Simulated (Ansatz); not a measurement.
Input and output for Pb (simple hexagonal type): DFT, PBE, PAW with Ansatz's default frozen-core files, scalar-relativistic (Ansatz 0.2.0). This run: volume at 0.6 of the series' base cell.

The cell comes from a relaxation on PAW files under the same functional, begun from a prototype that needn't be the stable phase.

Command: `ansatz run input.yaml --threads 1 --pin off --max-ram 2048MiB --backend cpu --events-out ev --progress --plain --runs-dir out` It took 3.2 s on 1 thread of Arm Neoverse V1 (shared host), peak memory 0.3 GiB.

```yaml
crystal:
  lattice:
    - [2.8932209887, 0.0, 0.0]
    - [-1.4466104944, 2.505602875, 0.0]
    - [0.0, 0.0, 2.7399239518]
  atoms:
    - { symbol: Pb, position: [0.0, 0.0, 0.0] }
kpoints:
  mp_grid: { grid: [13, 13, 12] }
scf:
  occupations: { method: fermi_dirac, width: 0.1 }
hamiltonian:
  xc: pbe
  pseudopotentials: { kind: paw }
output:
  forces: true
  stress: true
  eigenvalues: true
  populations: true
```

Output:

```
Engine: ansatz 0.2.0
Pseudopotentials: kind: paw
Pseudopotential: Pb, paw, valence charge 14, recommended cutoff 420 eV (normal), Pb.paw.azcp
Functional definition: PBE
  parameter kappa = 0.804
  parameter beta = 0.06672455060314922
  exchange = pbe_x(kappa = kappa, mu = beta*pi^2/3)
  correlation = pbe_c(beta = beta)
Crystal: 1 atoms, lattice volume = 19.862 Å³
Basis set: ecut = 420 eV, 405 PW (Γ), exchange–correlation on 40×40×40 points (8 copies of the dense FFT grid, shifted against one another)
Bands: 11, of which v1, the nominal top of the filled ones, is band 7 counted from 1 (6 counted from 0)
Symmetry: 24 space group operations
Space group: P6/mmm (ITA 191), of the structure as read, at distance tolerance 2.7e-5 Å
k-points: 147 of 2028
Non-local potential: Pb, projectors of the file, l = 0: 2, l = 1: 2, l = 2: 2, l = 3: 2
PAW form: soft (Blöchl's): semilocal exchange-correlation on the pseudo side does not see the compensation charge
PAW one-centre angular grid: Pb, 590 points (default); XC on 64 Gauss nodes
Initial density: superposition of atomic densities (neutral atoms: chi_scale 0, normalization atom), corrected by the library's trained network
Initial wavefunctions: pseudopotential atomic-orbital guess
Functional: x = pbe(κ = 0.804, μ = 0.2195149727645171), c = pbe(β = 0.06672455060314922)
SCF iter   1: F=—  HF=-11904.633213 eV  |F-HF|=—  |Δ(HF+E_count)|=         —  Δρ=2.96e-3  dr2=2.33e-3  ethr=1.77e-3  ⟨swp⟩=6.1  Hψ=11692  notcnv=0
preconditioner: auto → none  [metal: Δε(μ)=0.047 eV  Ē_g=22.592 eV  σ=0.100 eV  W_gap=0.12  n_scr=8 (ndim 8)  ℏωp=31.2 eV  f_vac=0.000  D(μ)=0.38/eV (n_scr^D=0)  sad-step TF]
SCF iter   2: F=—  HF=-11904.632293 eV  |F-HF|=—  |Δ(HF+E_count)|=   9.21e-4  Δρ=1.81e-3  dr2=9.27e-4  ethr=1.66e-5  ⟨swp⟩=2.6  Hψ=3782  notcnv=0
SCF iter   3: F=—  HF=-11904.631997 eV  |F-HF|=—  |Δ(HF+E_count)|=   2.96e-4  Δρ=9.15e-4  dr2=1.40e-4  ethr=6.62e-6  ⟨swp⟩=2.8  Hψ=2630  notcnv=0
SCF iter   4: F=—  HF=-11904.631937 eV  |F-HF|=—  |Δ(HF+E_count)|=   6.04e-5  Δρ=2.47e-4  dr2=9.32e-6  ethr=9.98e-7  ⟨swp⟩=2.4  Hψ=2682  notcnv=0
SCF iter   5: F=—  HF=-11904.631931 eV  |F-HF|=—  |Δ(HF+E_count)|=   5.94e-6  Δρ=2.96e-5  dr2=1.05e-7  ethr=6.65e-8  ⟨swp⟩=2.1  Hψ=2571  notcnv=0
SCF iter   6: F=-11904.631931 eV  HF=-11904.631931 eV  |F-HF|=3.39e-8  |Δ(HF+E_count)|=   1.02e-8  Δρ=1.92e-5  dr2=4.94e-8  ethr=7.14e-10  ⟨swp⟩=7.0  Hψ=8299  notcnv=0
SCF 1 converged in 6 iterations: F = -11904.631931 eV  dr2 = 4.94e-8
  greatest PAW one-centre occupation: 0.978 electrons in one spin orbital (limit 2), on the Pb atom at site 0 (counted from 0), in its partial waves of l = 2
SCF converged after 6 iterations
Free energy (F): -11904.631931 eV
Harris-Foulkes:  -11904.631931 eV  (|F-HF|=3.39e-8)
Internal energy: -11904.619862 eV  (E = F + TS)
E sigma→0 (E₀):  -11904.625896 eV
Entropy (-TS):   -0.012069 eV (-12.069 meV/atom)
Fermi energy:    19.015751 eV
--- Per-component energies (eV) ---
  E_band       = 60.120678
  E_kinetic    = 300.801450
  E_local      = -751.102146  (includes V_loc(G=0)·N_el)
  E_nonlocal   = 350.645981
  E_hartree    = 318.346437
  E_xc         = -224.583600
  E_vxc        = -137.788011  (∫ρ·V_xc dr)
  E_paw        = -10408.277796  (= ΣΔE_a)
  E_vpaw       = -339.136880  (= ΣTr[D̂ρ^β])
  E_aug_tail   = 0.000047  (compensation charges beyond the density's cutoff)
  E_ewald      = -1490.450235
  E_smearing   = -0.012069  (= −TS)
  E_closure    = -0.000000  (closes the sum)
  Σ components = -11904.631931   (vs F -11904.631931, Δ=0.00e0)
--- Forces (eV/Å), atoms counted from 1 ---
  atom   1  Pb    -0.00000000    -0.00000000     0.00000000
  max |Σ_I F_I| component: 3.29e-32 eV/Å
--- Stress (GPa, compression-positive) ---
       67.772067       0.000000       0.000000
        0.000000      67.772067       0.000000
        0.000000       0.000000      67.493953
  P = ⅓ Tr σ = 67.6794 GPa (676.794 kbar)
--- Band table (eV; the first three rows and the last of 147) ---
  k-point 0: bands = ["-0.2871", "0.6867", "0.6867", "1.7346", "1.7346", "3.0709", "24.9992", "28.5354", "28.6137", "28.6137", "30.5525"]
  k-point 1: bands = ["-0.2043", "0.6935", "0.6935", "1.6930", "1.6930", "3.2352", "23.4438", "28.6454", "28.8814", "28.8814", "32.2657"]
  k-point 2: bands = ["0.0101", "0.7121", "0.7121", "1.5810", "1.5810", "3.7474", "20.7089", "28.9679", "29.6601", "29.6601", "34.3968"]
  k-point 146: bands = ["0.4566", "0.5974", "1.0037", "1.2618", "2.1536", "15.5190", "17.3042", "18.2085", "19.6239", "23.5330", "24.0717"]
--- Löwdin populations: 1 site ---
  site symbol       q [e]
     0     Pb     13.9206
  spilling = 0.005669 (of n_electrons = 14.000000)
```

populations.tsv:

```
# site	symbol	l	j	q
# orbitals = lowdin
# n_electrons = 14.000000
# spilling = 0.005669
0	Pb	0_6S	-	1.535234
0	Pb	1_6P	-	2.422873
0	Pb	2_5D	-	9.962524
```

Next run (shape and atoms relaxed at 0.5 of the base cell's volume), as changes to the input before:

```diff
   lattice:
-    - [2.8932209887, 0.0, 0.0]
-    - [-1.4466104944, 2.505602875, 0.0]
-    - [0.0, 0.0, 2.7399239518]
+    - [2.7130496928, 0.0, 0.0]
+    - [-1.3565248464, 2.3495699556, 0.0]
+    - [0.0, 0.0, 2.5965995646]
   atoms:
   stress: true
-  eigenvalues: true
-  populations: true
+  write_density: true
+  write_potential: true
+  elf: true
+  volumetric_format: npy
+relax:
+  f_tol: 0.005
+  max_steps: 30
+  cell: { stress_tol: 0.53, fix: [volume] }
```

Results part of the output:

```
basis re-selected at this cell: Δ(F+E_penalty+E_count) = -5.882e-6 eV, ΔP = -0.001 GPa vs the last step (what re-selecting the basis moved, of the pressure what is left beyond the Pulay correction that the steps carried, after the strain that the cell walked since its last selection, with what the two solves' SCF thresholds leave and, on support functions, any second-order correction that the steps lacked; it is no measure of the basis error at this ecutwfc). This SCF's stress stands 4.30e-1 GPa from its target on what of the cell is left free (relax.cell.stress_tol is 5.30e-1 GPa) and its largest allowed force component is 0.00e0 eV/Å (relax.f_tol is 5.00e-3 eV/Å): within both
SCF converged after 3 iterations
Free energy (F): -11902.548987 eV
Harris-Foulkes:  -11902.548987 eV  (|F-HF|=9.14e-9)
Internal energy: -11902.538081 eV  (E = F + TS)
E sigma→0 (E₀):  -11902.543534 eV
Entropy (-TS):   -0.010906 eV (-10.906 meV/atom)
Fermi energy:    23.934890 eV
--- Per-component energies (eV) ---
  E_band       = 114.272834
  E_kinetic    = 308.491745
  E_local      = -620.833671  (includes V_loc(G=0)·N_el)
  E_nonlocal   = 351.775454
  E_hartree    = 278.342445
  E_xc         = -226.956476
  E_vxc        = -140.954539  (∫ρ·V_xc dr)
  E_paw        = -10409.471776  (= ΣΔE_a)
  E_vpaw       = -340.891176  (= ΣTr[D̂ρ^β])
  E_aug_tail   = 0.000048  (compensation charges beyond the density's cutoff)
  E_ewald      = -1583.885850
  E_smearing   = -0.010906  (= −TS)
  E_closure    = 0.000000  (closes the sum)
  Σ components = -11902.548987   (vs F -11902.548987, Δ=0.00e0)
--- Forces (eV/Å), atoms counted from 1 ---
  atom   1  Pb     0.00000000     0.00000000     0.00000000
  max |Σ_I F_I| component: 1.64e-32 eV/Å
--- Stress (GPa, compression-positive) ---
      144.082193       0.000000       0.000000
        0.000000     144.082193       0.000000
        0.000000       0.000000     144.727481
  P = ⅓ Tr σ = 144.2973 GPa (1442.973 kbar)
--- Band table (eV; the first three rows and the last of 147) ---
  k-point 0: bands = ["2.9186", "4.3997", "4.3997", "5.3670", "6.0133", "6.0133", "30.0401", "32.5157", "34.4317", "34.4317", "36.6749"]
  k-point 1: bands = ["3.0322", "4.4110", "4.4110", "5.5672", "5.9461", "5.9461", "28.4225", "32.6388", "34.7871", "34.7871", "38.4652"]
  k-point 2: bands = ["3.3118", "4.4419", "4.4419", "5.7660", "5.7660", "6.2092", "25.4792", "32.9992", "35.8207", "35.8207", "40.1904"]
  k-point 146: bands = ["3.9406", "4.1723", "4.8192", "5.2153", "6.6123", "20.9697", "21.5547", "23.1163", "24.5259", "28.2060", "28.6033"]
--- Relaxed structure (3 steps of the walk, 2 accepted, 1 SCFs on fresh bases) ---
  F+E_penalty+E_count = -11902.54898713 eV   max|allowed force component| = 0.000e0 eV/Å   (the final SCF, on the basis selected at the relaxed cell)
  cell:  # Å, volume = 16.5520 Å³
    - [2.7247646857279793, 0.0, 0.0]
    - [-1.3623823428639896, 2.3597154371751525, 0.0]
    - [0.0, 0.0, 2.574319656893238]
  atoms:
    - { symbol: Pb, position: [0.0, 0.0, 0.0] }
```

Next run (volume at 0.5 of the series' base cell), as changes to the input before:

```diff
   lattice:
-    - [2.7130496928, 0.0, 0.0]
-    - [-1.3565248464, 2.3495699556, 0.0]
-    - [0.0, 0.0, 2.5965995646]
+    - [2.7247646857, 0.0, 0.0]
+    - [-1.3623823429, 2.3597154372, 0.0]
+    - [0.0, 0.0, 2.5743196569]
   atoms:
   stress: true
-  write_density: true
-  write_potential: true
-  elf: true
-  volumetric_format: npy
-relax:
-  f_tol: 0.005
-  max_steps: 30
-  cell: { stress_tol: 0.53, fix: [volume] }
+  eigenvalues: true
+  populations: true
```

Results part of the output:

```
SCF 1 converged in 8 iterations: F = -11902.548987 eV  dr2 = 6.92e-9
  greatest PAW one-centre occupation: 0.979 electrons in one spin orbital (limit 2), on the Pb atom at site 0 (counted from 0), in its partial waves of l = 2
SCF converged after 8 iterations
Free energy (F): -11902.548987 eV
Harris-Foulkes:  -11902.548987 eV  (|F-HF|=5.16e-9)
Internal energy: -11902.538081 eV  (E = F + TS)
E sigma→0 (E₀):  -11902.543534 eV
Entropy (-TS):   -0.010906 eV (-10.906 meV/atom)
Fermi energy:    23.934909 eV
--- Per-component energies (eV) ---
  E_band       = 114.273938
  E_kinetic    = 308.491872
  E_local      = -620.832200  (includes V_loc(G=0)·N_el)
  E_nonlocal   = 351.774405
  E_hartree    = 278.341325
  E_xc         = -226.956561
  E_vxc        = -140.954671  (∫ρ·V_xc dr)
  E_paw        = -10409.471120  (= ΣΔE_a)
  E_vpaw       = -340.890934  (= ΣTr[D̂ρ^β])
  E_aug_tail   = 0.000048  (compensation charges beyond the density's cutoff)
  E_ewald      = -1583.885850
  E_smearing   = -0.010906  (= −TS)
  E_closure    = 0.000000  (closes the sum)
  Σ components = -11902.548987   (vs F -11902.548987, Δ=0.00e0)
--- Forces (eV/Å), atoms counted from 1 ---
  atom   1  Pb     0.00000000    -0.00000000     0.00000000
  max |Σ_I F_I| component: 9.86e-32 eV/Å
--- Stress (GPa, compression-positive) ---
      144.082088       0.000000       0.000000
        0.000000     144.082088       0.000000
        0.000000       0.000000     144.727413
  P = ⅓ Tr σ = 144.2972 GPa (1442.972 kbar)
--- Band table (eV; the first three rows and the last of 147) ---
  k-point 0: bands = ["2.9186", "4.3998", "4.3998", "5.3670", "6.0135", "6.0135", "30.0401", "32.5157", "34.4317", "34.4317", "36.6749"]
  k-point 1: bands = ["3.0323", "4.4111", "4.4111", "5.5672", "5.9462", "5.9462", "28.4225", "32.6388", "34.7871", "34.7871", "38.4652"]
  k-point 2: bands = ["3.3119", "4.4420", "4.4420", "5.7661", "5.7661", "6.2092", "25.4792", "32.9991", "35.8207", "35.8207", "40.1904"]
  k-point 146: bands = ["3.9406", "4.1724", "4.8193", "5.2154", "6.6124", "20.9697", "21.5547", "23.1164", "24.5260", "28.2060", "28.6033"]
--- Löwdin populations: 1 site ---
  site symbol       q [e]
     0     Pb     13.8903
  spilling = 0.007833 (of n_electrons = 14.000000)
```

Next run (shape and atoms relaxed at 0.4 of the base cell's volume), as changes to the input before:

```diff
   lattice:
-    - [2.7247646857, 0.0, 0.0]
-    - [-1.3623823429, 2.3597154372, 0.0]
-    - [0.0, 0.0, 2.5743196569]
+    - [2.5185722318, 0.0, 0.0]
+    - [-1.2592861159, 2.181147534, 0.0]
+    - [0.0, 0.0, 2.4104695089]
   atoms:
   stress: true
-  eigenvalues: true
-  populations: true
+relax:
+  f_tol: 0.005
+  max_steps: 30
+  cell: { stress_tol: 0.75, fix: [volume] }
```

Results part of the output:

```
basis re-selected at this cell: Δ(F+E_penalty+E_count) = -8.291e-6 eV, ΔP = +0.003 GPa vs the last step (what re-selecting the basis moved, of the pressure what is left beyond the Pulay correction that the steps carried, after the strain that the cell walked since its last selection, with what the two solves' SCF thresholds leave and, on support functions, any second-order correction that the steps lacked; it is no measure of the basis error at this ecutwfc). The dense FFT grid was sized anew with the basis: this SCF ran on 18×18×16 points, the steps before it on 18×18×18, so part of this shift can come from that change (see relax.cell in the input reference). This SCF's stress stands 5.67e-2 GPa from its target on what of the cell is left free (relax.cell.stress_tol is 7.50e-1 GPa) and its largest allowed force component is 0.00e0 eV/Å (relax.f_tol is 5.00e-3 eV/Å): within both
SCF converged after 3 iterations
Free energy (F): -11897.939020 eV
Harris-Foulkes:  -11897.939020 eV  (|F-HF|=3.47e-10)
Internal energy: -11897.928357 eV  (E = F + TS)
E sigma→0 (E₀):  -11897.933688 eV
Entropy (-TS):   -0.010663 eV (-10.663 meV/atom)
Fermi energy:    31.361776 eV
--- Per-component energies (eV) ---
  E_band       = 192.782117
  E_kinetic    = 321.675762
  E_local      = -457.215720  (includes V_loc(G=0)·N_el)
  E_nonlocal   = 354.261903
  E_hartree    = 231.799370
  E_xc         = -230.624625
  E_vxc        = -145.764060  (∫ρ·V_xc dr)
  E_paw        = -10411.548822  (= ΣΔE_a)
  E_vpaw       = -343.775011  (= ΣTr[D̂ρ^β])
  E_aug_tail   = 0.000043  (compensation charges beyond the density's cutoff)
  E_ewald      = -1706.276269
  E_smearing   = -0.010663  (= −TS)
  E_closure    = 0.000000  (closes the sum)
  Σ components = -11897.939020   (vs F -11897.939020, Δ=0.00e0)
--- Forces (eV/Å), atoms counted from 1 ---
  atom   1  Pb     0.00000000    -0.00000000     0.00000000
  max |Σ_I F_I| component: 4.11e-32 eV/Å
--- Stress (GPa, compression-positive) ---
      330.366335      -0.000000       0.000000
       -0.000000     330.366335       0.000000
        0.000000       0.000000     330.451453
  P = ⅓ Tr σ = 330.3947 GPa (3303.947 kbar)
--- Relaxed structure (4 steps of the walk, 3 accepted, 1 SCFs on fresh bases) ---
  F+E_penalty+E_count = -11897.93901981 eV   max|allowed force component| = 0.000e0 eV/Å   (the final SCF, on the basis selected at the relaxed cell)
  cell:  # Å, volume = 13.2416 Å³
    - [2.5338032885303847, -5.467430403873975e-34, 0.0]
    - [-1.2669016442651924, 2.194338016059865, 0.0]
    - [0.0, 0.0, 2.3815772492338296]
  atoms:
    - { symbol: Pb, position: [0.0, 0.0, 0.0] }
```

Next run (volume at 0.4 of the series' base cell), as changes to the input before:

```diff
   lattice:
-    - [2.5185722318, 0.0, 0.0]
-    - [-1.2592861159, 2.181147534, 0.0]
-    - [0.0, 0.0, 2.4104695089]
+    - [2.5338032885, 0.0, 0.0]
+    - [-1.2669016443, 2.1943380161, 0.0]
+    - [0.0, 0.0, 2.3815772492]
   atoms:
   mp_grid: { grid: [13, 13, 12] }
+  band_path:
+    path:
+      - [0.0, 0.0, 0.0]
+      - [0.5, 0.0, 0.0]
+      - [0.3333333333, 0.3333333333, 0.0]
+      - [0.0, 0.0, 0.0]
+      - [0.0, 0.0, 0.5]
+      - [0.5, 0.0, 0.5]
+      - [0.3333333333, 0.3333333333, 0.5]
+      - [0.0, 0.0, 0.5]
+      - [0.5, 0.0, 0.5]
+    npoints: 8
 scf:
   stress: true
-relax:
-  f_tol: 0.005
-  max_steps: 30
-  cell: { stress_tol: 0.75, fix: [volume] }
+  eigenvalues: true
+  populations: true
+  dos: { projected: true, de: 0.2, e_range: [-14, 8] }
+  write_density: true
+  write_potential: true
+  elf: true
+  volumetric_format: npy
```

Results part of the output:

```
SCF 1 converged in 8 iterations: F = -11897.939020 eV  dr2 = 7.31e-10
  greatest PAW one-centre occupation: 0.983 electrons in one spin orbital (limit 2), on the Pb atom at site 0 (counted from 0), in its partial waves of l = 2
NSCF: frozen V_eff on 65 k-points
SCF converged after 8 iterations
Free energy (F): -11897.939020 eV
Harris-Foulkes:  -11897.939020 eV  (|F-HF|=5.71e-10)
Internal energy: -11897.928357 eV  (E = F + TS)
E sigma→0 (E₀):  -11897.933688 eV
Entropy (-TS):   -0.010663 eV (-10.663 meV/atom)
Fermi energy:    31.361779 eV
--- Per-component energies (eV) ---
  E_band       = 192.782218
  E_kinetic    = 321.675767
  E_local      = -457.215580  (includes V_loc(G=0)·N_el)
  E_nonlocal   = 354.261815
  E_hartree    = 231.799270
  E_xc         = -230.624624
  E_vxc        = -145.764063  (∫ρ·V_xc dr)
  E_paw        = -10411.548779  (= ΣΔE_a)
  E_vpaw       = -343.775154  (= ΣTr[D̂ρ^β])
  E_aug_tail   = 0.000043  (compensation charges beyond the density's cutoff)
  E_ewald      = -1706.276269
  E_smearing   = -0.010663  (= −TS)
  E_closure    = 0.000000  (closes the sum)
  Σ components = -11897.939020   (vs F -11897.939020, Δ=0.00e0)
--- Forces (eV/Å), atoms counted from 1 ---
  atom   1  Pb     0.00000000     0.00000000     0.00000000
  max |Σ_I F_I| component: 9.86e-32 eV/Å
--- Stress (GPa, compression-positive) ---
      330.366264       0.000000      -0.000000
       -0.000000     330.366264      -0.000000
       -0.000000      -0.000000     330.451343
  P = ⅓ Tr σ = 330.3946 GPa (3303.946 kbar)
--- Band table (eV; the first three rows and the last of 147) ---
  k-point 0: bands = ["7.2934", "8.8075", "9.6583", "9.6583", "12.3130", "12.3130", "37.3133", "38.0625", "42.5287", "42.5287", "45.5772"]
  k-point 1: bands = ["7.4528", "9.0701", "9.6786", "9.6786", "12.1936", "12.1936", "35.6405", "38.2047", "43.0288", "43.0288", "47.4881"]
  k-point 2: bands = ["7.8026", "9.7342", "9.7342", "9.9543", "11.8767", "11.8767", "32.4934", "38.6203", "44.4775", "44.4775", "48.2437"]
  k-point 146: bands = ["8.7074", "9.1066", "10.2272", "10.8601", "13.2138", "28.0253", "28.6307", "31.1250", "32.0987", "35.2367", "35.3207"]
--- Löwdin populations: 1 site ---
  site symbol       q [e]
     0     Pb     13.8310
  spilling = 0.012072 (of n_electrons = 14.000000)
```

Next run (volume at 0.4 of the series' base cell, core large), as changes to the input before:

```diff
   mp_grid: { grid: [13, 13, 12] }
-  band_path:
-    path:
-      - [0.0, 0.0, 0.0]
-      - [0.5, 0.0, 0.0]
-      - [0.3333333333, 0.3333333333, 0.0]
-      - [0.0, 0.0, 0.0]
-      - [0.0, 0.0, 0.5]
-      - [0.5, 0.0, 0.5]
-      - [0.3333333333, 0.3333333333, 0.5]
-      - [0.0, 0.0, 0.5]
-      - [0.5, 0.0, 0.5]
-    npoints: 8
 scf:
   xc: pbe
-  pseudopotentials: { kind: paw }
+  pseudopotentials: { kind: paw, core: large }
 output:
   eigenvalues: true
-  populations: true
-  dos: { projected: true, de: 0.2, e_range: [-14, 8] }
-  write_density: true
-  write_potential: true
-  elf: true
-  volumetric_format: npy
```

Results part of the output:

```
Warning: of Pb the run reads no dataset of the core that `hamiltonian.pseudopotentials.core` asks for: this build lists none beside the file that it uses, or the input names that file
SCF 1 converged in 8 iterations: F = -11897.939020 eV  dr2 = 7.31e-10
  greatest PAW one-centre occupation: 0.983 electrons in one spin orbital (limit 2), on the Pb atom at site 0 (counted from 0), in its partial waves of l = 2
SCF converged after 8 iterations
Free energy (F): -11897.939020 eV
Harris-Foulkes:  -11897.939020 eV  (|F-HF|=5.77e-10)
Internal energy: -11897.928357 eV  (E = F + TS)
E sigma→0 (E₀):  -11897.933688 eV
Entropy (-TS):   -0.010663 eV (-10.663 meV/atom)
Fermi energy:    31.361779 eV
--- Per-component energies (eV) ---
  E_band       = 192.782217
  E_kinetic    = 321.675767
  E_local      = -457.215580  (includes V_loc(G=0)·N_el)
  E_nonlocal   = 354.261815
  E_hartree    = 231.799270
  E_xc         = -230.624624
  E_vxc        = -145.764062  (∫ρ·V_xc dr)
  E_paw        = -10411.548780  (= ΣΔE_a)
  E_vpaw       = -343.775154  (= ΣTr[D̂ρ^β])
  E_aug_tail   = 0.000043  (compensation charges beyond the density's cutoff)
  E_ewald      = -1706.276269
  E_smearing   = -0.010663  (= −TS)
  E_closure    = 0.000000  (closes the sum)
  Σ components = -11897.939020   (vs F -11897.939020, Δ=0.00e0)
--- Forces (eV/Å), atoms counted from 1 ---
  atom   1  Pb     0.00000000     0.00000000     0.00000000
  max |Σ_I F_I| component: 6.57e-32 eV/Å
--- Stress (GPa, compression-positive) ---
      330.366266      -0.000000      -0.000000
       -0.000000     330.366266      -0.000000
       -0.000000      -0.000000     330.451345
  P = ⅓ Tr σ = 330.3946 GPa (3303.946 kbar)
--- Band table (eV; the first three rows and the last of 147) ---
  k-point 0: bands = ["7.2934", "8.8075", "9.6583", "9.6583", "12.3130", "12.3130", "37.3133", "38.0625", "42.5287", "42.5287", "45.5772"]
  k-point 1: bands = ["7.4528", "9.0701", "9.6786", "9.6786", "12.1936", "12.1936", "35.6405", "38.2047", "43.0288", "43.0288", "47.4881"]
  k-point 2: bands = ["7.8026", "9.7342", "9.7342", "9.9543", "11.8767", "11.8767", "32.4934", "38.6203", "44.4775", "44.4775", "48.2437"]
  k-point 146: bands = ["8.7074", "9.1066", "10.2272", "10.8601", "13.2138", "28.0253", "28.6307", "31.1250", "32.0987", "35.2367", "35.3207"]
```

Spin–orbit coupling is left out, which matters for the heavy atoms. The structure type is held throughout; the real material can change phase at far lower pressure. At this compression frozen-core PAW has no all-electron check here.
